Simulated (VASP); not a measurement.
# TePb (Fm-3m) in VASP: notebook, part 2 of 3

VASP 6.6.1. Earlier steps stand in the parts before.

## (4) Single point, r2SCAN

POSCAR

```
TePb
1.0
    0.0000000000      3.2678555438      3.2678555438
    3.2678555438      0.0000000000      3.2678555438
    3.2678555438      3.2678555438      0.0000000000
Te Pb
1 1
Direct
    0.5000000000      0.5000000000      0.5000000000
    0.0000000000      0.0000000000      0.0000000000
```

INCAR.step1

```
SYSTEM = TePb
ALGO = Normal
EDIFF = 1E-4
ENCUT = 520
GGA = PE
ISMEAR = 0
LASPH = .TRUE.
LCHARG = .FALSE.
LREAL = .FALSE.
LWAVE = .TRUE.
NBANDS = 17
NELM = 100
PREC = Accurate
SIGMA = 0.01
```

INCAR.step2

```
SYSTEM = TePb
ALGO = Normal
EDIFF = 1E-7
ENCUT = 520
ISIF = 2
ISMEAR = 0
ISTART = 1
LASPH = .TRUE.
LCHARG = .TRUE.
LELF = .TRUE.
LMIXTAU = .TRUE.
LREAL = .FALSE.
LVHAR = .TRUE.
LWAVE = .FALSE.
METAGGA = R2SCAN
NBANDS = 17
NELM = 100
PREC = Accurate
SIGMA = 0.01
```

KPOINTS

```
k-points
0
G
  8 8 8
  0 0 0
```

Potentials or basis: VASP PAW PBE potentials, release 64 (Te, Pb_d).

On the command line:

```bash
$ cat potpaw_PBE.64/Te/POTCAR potpaw_PBE.64/Pb_d/POTCAR > POTCAR
$ cp INCAR.step1 INCAR
$ mpirun -np 1 vasp_std > vasp.out
$ cp INCAR.step2 INCAR
$ mpirun -np 1 vasp_std > vasp.out
```

OUTCAR:

```text
SYSTEM = TePb
   EDIFF = 1E-7
   ENCUT = 520
   ISIF = 2
   ISMEAR = 0
   ISTART = 1
   LASPH = .TRUE.
   LREAL = .FALSE.
   METAGGA = R2SCAN
   NELM = 100
   PREC = Accurate

 ion  position               nearest neighbor table
   1  0.500  0.500  0.500-   2 3.27   2 3.27   2 3.27   2 3.27   2 3.27   2 3.27
   2  0.000  0.000  0.000-   1 3.27   1 3.27   1 3.27   1 3.27   1 3.27   1 3.27

  LATTYP: Found a face centered cubic cell.
 ALAT       =     6.5357110876

  Lattice vectors:

 A1 = (   0.0000000000,   3.2678555438,   3.2678555438)
 A2 = (   3.2678555438,   0.0000000000,   3.2678555438)
 A3 = (   3.2678555438,   3.2678555438,   0.0000000000)

Analysis of symmetry for initial positions (statically):
=====================================================================
 Subroutine PRICEL returns:
 Original cell was already a primitive cell.

 Routine SETGRP: Setting up the symmetry group for a
 face centered cubic supercell.

 Subroutine GETGRP returns: Found 48 space group operations
 (whereof 48 operations were pure point group operations)
 out of a pool of 48 trial point group operations.

The static configuration has the point symmetry O_h .

Analysis of symmetry for dynamics (positions and initial velocities):
=====================================================================
 Subroutine PRICEL returns:
 Original cell was already a primitive cell.

 Routine SETGRP: Setting up the symmetry group for a
 face centered cubic supercell.

 Subroutine GETGRP returns: Found 48 space group operations
 (whereof 48 operations were pure point group operations)
 out of a pool of 48 trial point group operations.

The dynamic configuration has the point symmetry O_h .

 Subroutine INISYM returns: Found 48 space group operations
 (whereof 48 operations are pure point group operations),
 and found     1 'primitive' translations

----------------------------------------------------------------------------------------

                                     Primitive cell

  volume of cell :      69.7941

  direct lattice vectors                    reciprocal lattice vectors
     0.000000000  3.267855544  3.267855544    -0.153005539  0.153005539  0.153005539
     3.267855544  0.000000000  3.267855544     0.153005539 -0.153005539  0.153005539
     3.267855544  3.267855544  0.000000000     0.153005539  0.153005539 -0.153005539

  length of vectors
     4.621445630  4.621445630  4.621445630     0.265013368  0.265013368  0.265013368

  position of ions in fractional coordinates (direct lattice)
     0.500000000  0.500000000  0.500000000
     0.000000000  0.000000000  0.000000000

  ion indices of the primitive-cell ions
   primitive index   ion index
                 1           1
                 2           2

----------------------------------------------------------------------------------------

 KPOINTS: k-points

Automatic generation of k-mesh.
 Grid dimensions read from file:
 generate k-points for:    8    8    8

 Generating k-lattice:

  Cartesian coordinates                     Fractional coordinates (reciprocal lattice)
    -0.019125692  0.019125692  0.019125692     0.125000000  0.000000000  0.000000000
     0.019125692 -0.019125692  0.019125692     0.000000000  0.125000000  0.000000000
     0.019125692  0.019125692 -0.019125692     0.000000000  0.000000000  0.125000000

  Length of vectors
     0.033126671  0.033126671  0.033126671

  Shift w.r.t. Gamma in fractional coordinates (k-lattice)
     0.000000000  0.000000000  0.000000000

 Subroutine IBZKPT returns following result:
 ===========================================

 Found     29 irreducible k-points:

 Following reciprocal coordinates:
            Coordinates               Weight
  0.000000  0.000000  0.000000      1.000000
  0.125000  0.000000  0.000000      8.000000
  0.250000  0.000000  0.000000      8.000000
  0.375000  0.000000  0.000000      8.000000
  0.500000  0.000000  0.000000      4.000000
  0.125000  0.125000  0.000000      6.000000
[... 16 lines left out ...]
  0.500000  0.250000  0.125000     48.000000
 -0.375000  0.250000  0.125000     24.000000
 [... further k-points ...]
   k-points           NKPTS =     29   k-points in BZ     NKDIM =     29   number of bands    NBANDS=     17
   number of dos      NEDOS =    301   number of ions     NIONS =      2
   total plane-waves  NPLWV =  46656
   dimension x,y,z NGX =    36 NGY =   36 NGZ =   36
   dimension x,y,z NGXF=    72 NGYF=   72 NGZF=   72
   ions per type =               1   1
   NGX,Y,Z   is equivalent  to a cutoff of  12.95, 12.95, 12.95 a.u.
   NGXF,Y,Z  is equivalent  to a cutoff of  25.90, 25.90, 25.90 a.u.
 SYSTEM =  TePb
   PREC   = accura    normal or accurate (medium, high low for compatibility)
   ISTART =      1    job   : 0-new  1-cont  2-samecut
   ICHARG =      0    charge: 1-file 2-atom 10-const
   ISPIN  =      1    spin polarized calculation?
   LNONCOLLINEAR =      F non collinear calculations
   LSORBIT =      F    spin-orbit coupling
   LASPH  =      T    aspherical Exc in radial PAW
   ENCUT  =  520.0 eV  38.22 Ry    6.18 a.u.   8.59  8.59  8.59*2*pi/ulx,y,z
   NELM   =    100;   NELMIN=  2; NELMDL=  0     # of ELM steps
   EDIFF  = 0.1E-06   stopping-criterion for ELM
   LREAL  =      F    real-space projection
   EDIFFG = 0.1E-05   stopping-criterion for IOM
   NSW    =      0    number of steps for IOM
   IBRION =     -1    ionic relax: 0-MD 1-quasi-New 2-CG
   NFREE  =      0    steps in history (QN), initial steepest desc. (CG)
   ISIF   =      2    stress and relaxation
   ISYM   =      2    0-nonsym 1-usesym 2-fastsym
   POTIM  = 0.5000    time-step for ionic-motion
   TEBEG  =    0.0;   TEEND  =   0.0 temperature during run
   PSTRESS=    0.0 pullay stress
   NELECT =      20.0000    total number of electrons
   NUPDOWN=      -1.0000    fix difference up-down
   EMIN   =  10.00;   EMAX   =-10.00  energy-range for DOS
   EFERMI =   0.00;   METHOD = LEGACY
   ISMEAR =     0;   SIGMA  =   0.01  broadening in eV -4-tet -1-fermi 0-gaus
   EFERMI_NEDOS =   21; number of points for ismear=-14 and -15
   IALGO  =     38    algorithm
   IMIX   =      4    mixing-type and parameters
     AMIX     =   0.40;   BMIX     =  1.00
     AMIX_MAG =   1.60;   BMIX_MAG =  1.00
  volume/ion in A,a.u.               =      34.90       235.50
  Fermi-wavevector in a.u.,A,eV,Ry     =   1.079308  2.039596 15.849499  1.164905
  Thomas-Fermi vector in A             =   2.215269
   LORBIT       =      0    0 simple, 1 ext, 2 COOP (PROOUT), +10 PAW based schemes
   METAGGA = R2SCAN    functional components
   LHFCALC =     F    Hartree Fock is set to
   AEXX    =    0.0000 exact exchange contribution
   IVDW    =     0    specifies the selected vdW correction
   LEPSILON=     F    determine dielectric tensor
   LRPA    =     F    only Hartree local field effects (RPA)
 non-spin polarized calculation
 Gauss-broadening in eV      SIGMA  =   0.01
  energy-cutoff  :      520.00
  volume of cell :       69.79
 maximum number of plane-waves:      1895
 NGX is ok and might be reduce to    36
   NGX = 17   NGY = 17   NGZ = 17

 number of electron      20.0000002 magnetization

 Free energy of the ion-electron system (eV)
  ---------------------------------------------------
  ext. energy  EPLUGINS =         0.00000000
  ---------------------------------------------------
  free energy    TOTEN  =       -82.70612723 eV

  energy without entropy =      -82.70612723  energy(sigma->0) =      -82.70612723

 E-fermi :   5.1959     XC(G=0):  -9.6526

 val. band max:        5.0668840366   @ k =   0.5000   0.0000   0.0000
 cond. band min:       6.1602884373   @ k =   0.5000   0.0000   0.0000
 fundamental gap:      1.0934044007
 Fermi energy:         5.1959230863

 k-point     1 :       0.0000    0.0000    0.0000
  band No.  band energies     occupation
      1     -12.2482      2.00000
      2     -12.2482      2.00000
      3     -12.2392      2.00000
      4     -12.2392      2.00000
      5     -12.2392      2.00000
      6      -7.1535      2.00000
[... 9 lines left out ...]
     16      11.3344      0.00000
     17      13.0068      0.00000

 k-point     2 :       0.1250    0.0000    0.0000
  band No.  band energies     occupation
      1     -12.2499      2.00000
      2     -12.2499      2.00000
      3     -12.2388      2.00000
      4     -12.2373      2.00000
      5     -12.2373      2.00000
      6      -7.0194      2.00000
[... 9 lines left out ...]
     16      11.6288      0.00000
     17      14.0053      0.00000
[... 421 lines left out ...]
 k-point    24 :      -0.3750    0.2500    0.1250
  band No.  band energies     occupation
      1     -12.2754      2.00000
      2     -12.2559      2.00000
      3     -12.2336      2.00000
      4     -12.2288      2.00000
      5     -12.2218      2.00000
      6      -5.5461      2.00000
[... 9 lines left out ...]
     16      15.3372      0.00000
     17      15.7964      0.00000

 [... further k-points ...]
[... 5 lines left out ...]
  --------------------------------------------------------------------------------------
  -------------------------------------------------------------------------------------
  Total       -0.0114647     -0.0114647     -0.0114647      0.0000000      0.0000000      0.0000000
  in kB       -0.2631808     -0.2631808     -0.2631808      0.0000000      0.0000000      0.0000000
  external PRESSURE =      -0.2631808 kB  Pullay stress =       0.0000000 kB

 VOLUME and BASIS-vectors are now :
 -----------------------------------------------------------------------------
  energy-cutoff  :      520.00
  volume of cell :       69.79
      direct lattice vectors                 reciprocal lattice vectors
     0.000000000  3.267855544  3.267855544    -0.153005539  0.153005539  0.153005539
     3.267855544  0.000000000  3.267855544     0.153005539 -0.153005539  0.153005539
     3.267855544  3.267855544  0.000000000     0.153005539  0.153005539 -0.153005539

 POSITION                                       TOTAL-FORCE (eV/Angst)
 -----------------------------------------------------------------------------------
      3.26786      3.26786      3.26786         0.000000      0.000000      0.000000
      0.00000      0.00000      0.00000        -0.000000      0.000000     -0.000000
 -----------------------------------------------------------------------------------
    total drift:                               -0.000000      0.000000      0.000000

  FREE ENERGIE OF THE ION-ELECTRON SYSTEM (eV)
  ---------------------------------------------------
  free  energy   TOTEN  =       -82.7061272333 eV

  energy  without entropy=      -82.7061272333  energy(sigma->0) =      -82.70612723
```

It took 2.2 min on 1 thread of Intel Xeon Platinum 8259CL at 2.50GHz (Skylake/Cascade Lake), shared host; peak memory 0.23 GiB.

What came out:

| Property | Result |
| --- | --- |
| Free energy | -82.7061 eV |
| Pressure | 0.0 GPa |
| Band gap on the k mesh | 1.09 eV, direct |

Caveat: the PAW data sets were made with another functional, which shifts forces and pressure a little; spin-orbit coupling is left out, which moves the levels of the heavy elements.

## (5) Relaxation of cell and atoms, PBE

This run uses another cell than the first one, of 33.73 Å³/atom, 0.967 times its volume.

INCAR

```
  PREC = Accurate
  ENCUT = 600
  EDIFF = 1E-6
  ISMEAR = -1
  SIGMA = 0.02
  LREAL = F
  LASPH = T
  NELM = 100
  ALGO = Normal
  ISIF = 3
  LWAVE = F
  LCHARG = F
  GGA = PE
  IBRION = 2
  NSW = 80
  EDIFFG = -0.005
```

KPOINTS

```
Automatic mesh
0
Gamma
  6 6 6
```

POSCAR

```
TePb
1.0
    0.0000000000      3.2310000000      3.2310000000
    3.2310000000      0.0000000000      3.2310000000
    3.2310000000      3.2310000000      0.0000000000
Te Pb
1 1
Direct
    0.5000000000      0.5000000000      0.5000000000
    0.0000000000      0.0000000000      0.0000000000
```

Potentials or basis: VASP PAW PBE potentials, release 64 (Te, Pb_d).

On the command line:

```bash
$ cat potpaw_PBE.64/Te/POTCAR potpaw_PBE.64/Pb_d/POTCAR > POTCAR
$ mpirun -np 1 vasp_std > vasp.out
```

OUTCAR:

```text
PREC = Accurate
   ENCUT = 600
   EDIFF = 1E-6
   ISMEAR = -1
   LREAL = F
   LASPH = T
   NELM = 100
   ISIF = 3
   GGA = PE
   IBRION = 2
   NSW = 80
   EDIFFG = -0.005

 ion  position               nearest neighbor table
   1  0.500  0.500  0.500-   2 3.23   2 3.23   2 3.23   2 3.23   2 3.23   2 3.23
   2  0.000  0.000  0.000-   1 3.23   1 3.23   1 3.23   1 3.23   1 3.23   1 3.23

  LATTYP: Found a face centered cubic cell.
 ALAT       =     6.4620000000

  Lattice vectors:

 A1 = (   0.0000000000,   3.2310000000,   3.2310000000)
 A2 = (   3.2310000000,   0.0000000000,   3.2310000000)
 A3 = (   3.2310000000,   3.2310000000,   0.0000000000)

Analysis of symmetry for initial positions (statically):
=====================================================================
 Subroutine PRICEL returns:
 Original cell was already a primitive cell.

 Routine SETGRP: Setting up the symmetry group for a
 face centered cubic supercell.

 Subroutine GETGRP returns: Found 48 space group operations
 (whereof 48 operations were pure point group operations)
 out of a pool of 48 trial point group operations.

The static configuration has the point symmetry O_h .

Analysis of symmetry for dynamics (positions and initial velocities):
=====================================================================
[... 147 lines left out ...]
  ---------------------------------------------------
  free energy    TOTEN  =        -7.50212864 eV

  energy without entropy =       -7.50212864  energy(sigma->0) =       -7.50212864

------------------------ aborting loop because EDIFF is reached ----------------------------------------

  FORCE on cell =-STRESS in cart. coord.  units (eV):
  Direction    XX          YY          ZZ          XY          YZ          ZX
  --------------------------------------------------------------------------------------
  -------------------------------------------------------------------------------------
  Total        0.8884078      0.8884078      0.8884078     -0.0000000      0.0000000      0.0000000
  in kB       21.0999821     21.0999821     21.0999821     -0.0000000      0.0000000      0.0000000
  external PRESSURE =      21.0999821 kB  Pullay stress =       0.0000000 kB
[... 59 lines left out ...]
--------------------------------------- Ionic step        3  -------------------------------------------

 number of electron      20.0000002 magnetization

 Free energy of the ion-electron system (eV)
  ---------------------------------------------------
  ext. energy  EPLUGINS =         0.00000000
  ---------------------------------------------------
  free energy    TOTEN  =        -7.52357586 eV

  energy without entropy =       -7.52357586  energy(sigma->0) =       -7.52357586

 E-fermi :   5.4166     XC(G=0):  -9.0815

 val. band max:        5.0004424691   @ k =   0.5000   0.0000   0.0000
 cond. band min:       5.8317009876   @ k =   0.5000   0.0000   0.0000
 fundamental gap:      0.8312585184
 Fermi energy:         5.4166497799

 k-point     1 :       0.0000    0.0000    0.0000
  band No.  band energies     occupation
      1     -11.6440      2.00000
      2     -11.6440      2.00000
      3     -11.6383      2.00000
      4     -11.6383      2.00000
      5     -11.6383      2.00000
      6      -6.6169      2.00000
      7      -0.7091      2.00000
      8       3.8437      2.00000
      9       3.8437      2.00000
     10       3.8437      2.00000
     11       9.0268      0.00000
     12       9.0268      0.00000
     13       9.0268      0.00000
     14      10.9140      0.00000
[... 282 lines left out ...]
  FREE ENERGIE OF THE ION-ELECTRON SYSTEM (eV)
  ---------------------------------------------------
  free  energy   TOTEN  =        -7.5235758606 eV

  energy  without entropy=       -7.5235758606  energy(sigma->0) =       -7.52357586

 reached required accuracy - stopping structural energy minimisation
```

Run time: 48 s. Hardware: 1 thread of Intel Xeon Platinum 8259CL at 2.50GHz (Skylake/Cascade Lake), shared host; peak memory 0.24 GiB.

What came out:

```
Free energy                            : -7.5236 eV
Relaxed volume                         : 35.42 Å³/atom
Relaxed cell                           : a = 4.645 Å, b = 4.645 Å, c = 4.645 Å, α = 60.00°, β = 60.00°, γ = 60.00°
Space group after relaxing (to 0.05 Å) : Fm-3m (No. 225)
Energy gained by relaxing              : 10.7 meV/atom
Ionic steps                            : 3
Pressure after relaxing                : 0.0 GPa
Band gap on the k mesh                 : 0.83 eV, direct
```

The path:
```tsv
step	energy change (eV)	largest force (eV/Å)	pressure (GPa)	volume (Å³)
1	0.0000	0.0000	2.11	67.46
2	-0.0196	0.0000	-0.55	71.89
3	-0.0214	0.0000	0.00	70.84
```

Final structure:
```
Te Pb
1.0
     0.00000    3.28417    3.28417
     3.28417    0.00000    3.28417
     3.28417    3.28417    0.00000
Te Pb
1 1
Cartesian
  3.2842 3.2842 3.2842
  0.0000 0.0000 0.0000
```

Levels at points of the mesh, in eV from the valence-band top:
```csv
k point,band 7,band 8,band 9,band 10,band 11,band 12,band 13,band 14
"(0.00, 0.00, 0.00)",-5.71,-1.16,-1.16,-1.16,4.03,4.03,4.03,5.91
"(0.50, 0.00, 0.00)",-8.33,-0.73,-0.73,0.00,0.83,1.39,1.39,8.34
"(0.50, 0.50, 0.00)",-7.22,-4.11,-2.52,-2.52,3.51,5.31,5.31,6.44
```

Caveat: spin-orbit coupling is left out, which moves the levels of the heavy elements. A k mesh can miss the band edges.

## (6) Relaxation of cell and atoms, PBEsol

This run uses another cell than the first one, of 35.48 Å³/atom, 1.017 times its volume.

INCAR

```
  PREC = Accurate
  ENCUT = 600
  EDIFF = 1E-7
  ISMEAR = -1
  SIGMA = 0.02
  LREAL = F
  LASPH = T
  NELM = 80
  ALGO = Normal
  ISIF = 3
  LWAVE = F
  LCHARG = F
  GGA = PS
  IBRION = 2
  NSW = 80
  EDIFFG = -0.005
```

KPOINTS is that of step 5.

POSCAR

```
TePb
1.0
    0.0000000000      3.2860552957      3.2860552957
    3.2860552957      0.0000000000      3.2860552957
    3.2860552957      3.2860552957      0.0000000000
Te Pb
1 1
Direct
    0.5000000000      0.5000000000      0.5000000000
    0.0000000000      0.0000000000      0.0000000000
```

Potentials or basis: VASP PAW PBE potentials, release 64 (Te, Pb_d).

On the command line:

```bash
$ cat potpaw_PBE.64/Te/POTCAR potpaw_PBE.64/Pb_d/POTCAR > POTCAR
$ mpirun -np 1 vasp_std > vasp.out
```

It took 54 s on 1 thread of Intel Xeon Platinum 8259CL at 2.50GHz (Skylake/Cascade Lake), shared host; peak memory 0.25 GiB.

Results (log left out):

```
Free energy                            : -8.2604 eV
Relaxed volume                         : 33.45 Å³/atom
Relaxed cell                           : a = 4.557 Å, b = 4.557 Å, c = 4.557 Å, α = 60.00°, β = 60.00°, γ = 60.00°
Space group after relaxing (to 0.05 Å) : Fm-3m (No. 225)
Energy gained by relaxing              : 15.6 meV/atom
Ionic steps                            : 3
Pressure after relaxing                : 0.0 GPa
Band gap on the k mesh                 : 0.65 eV, direct
```

The path:
```csv
step,energy change (eV),largest force (eV/Å),pressure (GPa),volume (Å³)
1,0.0000,0.0000,-2.33,70.97
2,-0.0286,0.0000,0.79,65.80
3,-0.0312,0.0000,0.00,66.90
```

Final structure:
```yaml
crystal:
  lattice:
    - [0.00000, 3.22201, 3.22201]
    - [3.22201, 0.00000, 3.22201]
    - [3.22201, 3.22201, 0.00000]
  atoms:
    - { symbol: Te, position: [0.50000, 0.50000, 0.50000] }
    - { symbol: Pb, position: [0.00000, 0.00000, 0.00000] }
```

Levels at points of the mesh, in eV from the valence-band top:
| k point | band 8 | band 9 | band 10 | band 11 | band 12 | band 13 |
| --- | --- | --- | --- | --- | --- | --- |
| (0.00, 0.00, 0.00) | -1.37 | -1.37 | -1.37 | 4.07 | 4.07 | 4.07 |
| (0.50, 0.00, 0.00) | -0.90 | -0.90 | 0.00 | 0.65 | 1.22 | 1.22 |
| (0.50, 0.50, 0.00) | -4.59 | -2.85 | -2.85 | 3.17 | 5.49 | 5.49 |

Caveat: the PAW data sets were made with another functional, which shifts forces and pressure a little; spin-orbit coupling is left out, which moves the levels of the heavy elements.

(Continued in part 3 of 3.)
